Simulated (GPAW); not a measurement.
Crystal: BaTiO3 (Barioperovskite).

```
Ba Ti O
1.0
     3.98550    0.00000    0.00000
     0.00000    4.01782    0.00000
     0.00000    0.01167    4.01780
Ba Ti O
1 1 3
Direct
  0.00000 0.00000 0.00000
  0.50000 0.51240 0.51240
  0.50000 0.99184 0.50524
  0.50000 0.50524 0.99184
  0.00000 0.48740 0.48740
```

| Item | Value |
| --- | --- |
| Program | GPAW 26.7.0 |
| Task | relaxation of cell and atoms |
| Functional | PBEsol |
| Dispersion | D3(BJ) |
| Potentials or basis | PAW data sets generated in the run's folder for this functional |
| Cutoff | 800 eV |
| Basis | pw |
| k mesh | 4 × 4 × 4 |
| Occupations | fermi-dirac, width 0.05 eV |
| Spin | no spin polarisation |

At the start: pressure -5.9 GPa; volume 12.87 Å³/atom.

How do energy, volume and symmetry change on relaxing?

Over 26 steps the energy falls by 10.8 meV/atom and the volume is 12.48 Å³/atom (-3.0 %); space group Amm2 (No. 38, to 0.05 Å).

The path:
| step | energy change (eV) | largest force (eV/Å) | pressure (GPa) | volume (Å³) |
| --- | --- | --- | --- | --- |
| 1 | 0.0000 | 0.2818 | -5.86 | 64.34 |
| 2 | -0.0087 | 0.2652 | -5.33 | 64.16 |
| 3 | -0.0231 | 0.2324 | -4.30 | 63.81 |
| 4 | -0.0382 | 0.1902 | -2.81 | 63.34 |
| 5 | -0.0484 | 0.1670 | -0.99 | 62.79 |
| 6 | -0.0505 | 0.1808 | 0.88 | 62.24 |
| 7 | -0.0507 | 0.1733 | 0.85 | 62.25 |
| 8 | -0.0512 | 0.1589 | 0.77 | 62.26 |
| 9 | -0.0517 | 0.1386 | 0.66 | 62.28 |
| 10 | -0.0523 | 0.1136 | 0.53 | 62.30 |
| 11 | -0.0529 | 0.0860 | 0.38 | 62.33 |
| 12 | -0.0534 | 0.0586 | 0.22 | 62.36 |
| 13 | -0.0536 | 0.0413 | 0.06 | 62.39 |
| 14 | -0.0538 | 0.0466 | -0.10 | 62.42 |
| 15 | -0.0538 | 0.0466 | -0.10 | 62.42 |
| 16 | -0.0538 | 0.0460 | -0.10 | 62.42 |
| 17 | -0.0538 | 0.0451 | -0.09 | 62.42 |
| 18 | -0.0538 | 0.0438 | -0.09 | 62.42 |
| 19 | -0.0538 | 0.0423 | -0.08 | 62.42 |
| 20 | -0.0538 | 0.0405 | -0.07 | 62.42 |
| 21 | -0.0539 | 0.0384 | -0.06 | 62.42 |
| 22 | -0.0539 | 0.0359 | -0.04 | 62.41 |
| 23 | -0.0539 | 0.0328 | -0.03 | 62.41 |
| 24 | -0.0539 | 0.0291 | -0.01 | 62.41 |
| 25 | -0.0540 | 0.0247 | 0.01 | 62.41 |
| 26 | -0.0540 | 0.0196 | 0.03 | 62.41 |

Final structure:
```
Ba Ti O
1.0
     3.94217    0.00000    0.00000
     0.00000    3.97877   -0.00233
     0.00000    0.00923    3.97876
Ba Ti O
1 1 3
Cartesian
  0.0000 0.0197 0.0197
  1.9711 2.0593 2.0533
  1.9711 3.9387 1.9668
  1.9711 1.9782 3.9330
  0.0000 1.9616 1.9559
```

Caveat: the k mesh is coarse; later steps reuse the first step's grids.
